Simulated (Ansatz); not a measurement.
**LiF: energy along a strain**

LiF, Pm-3m, a = 2.560 Å (as given, not relaxed at this level: 0.0 GPa). This isn't the usual stable structure of the compound. Ansatz: PBE, PAW, 420 eV, Γ-centred 10×10×10 mesh on 2 atoms, Gaussian smearing 0.05 eV; no spin polarisation. Cell vectors (Å): 2.560 0.000 0.000; 0.000 2.560 0.000; 0.000 0.000 2.560. The cell is strained by x per cent times the pattern (0 1 0 0 0 0) in the order xx yy zz yz xz xy (engineering shears), with fractional coordinates held. y is the free energy over the start, V0 = 8.384 Å³/atom.

```
x (%) y (meV/atom)
-4.00             ?
-3.00          6.46
-2.00          2.86
-1.00          0.73
 0.00          0.00
 1.00          0.65
 2.00          2.55
 3.00          5.64
 3.50          7.60
 4.00          9.86
```

Question: Fit y = c1 x + c2 x² + c3 x³ to the other rows, get the stiffness along the pattern, and predict the missing energy.

Answer: Least squares on the rows shown. y = −0.02671 x + 0.6726 x² − 0.01245 x³. The clamped-ion stiffness p·C·p = 2 × 6.726 eV × 160.2 / 8.384 Å³ = 257 GPa, which is C22 in these axes (C11 of the cubic crystal); c1 is there for the stress left in the start, which by itself gives a slope of -0.02 meV/atom per %. At x = -4.00 the fit asked for gives 11.67 meV/atom. The run gave 11.72 meV/atom, so the fit is 0.05 meV/atom too low, a small miss on the scale of the series.